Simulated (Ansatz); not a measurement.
**Volumes and bulk moduli along group 11 and 12**

The calculation used DFT, BLYP, plane waves (420 eV) with PAW, scalar-relativistic (Ansatz 0.2.0). (PAW data from PBE, frozen cores regenerated.)

Each structure is relaxed within its symmetry, in the lowest magnetic state of the tried starts. B₀ comes from uniform scaling at fixed shape; a dash is a value not given. Some of these cells lie far above the measured volume under this functional.

```tsv
element	structure	V (Å³/atom)	B₀ (GPa)	magnetic state
Cu	fcc	12.68	115	spin not included
Ag	fcc	19.30	68	spin not included
Au	fcc	19.46	102	spin not included
Zn	hcp	18.95	-	spin not included
Cd	hcp	26.67	20	spin not included
Hg	alpha-Hg (rhombohedral)	127.82	-	spin not included
```
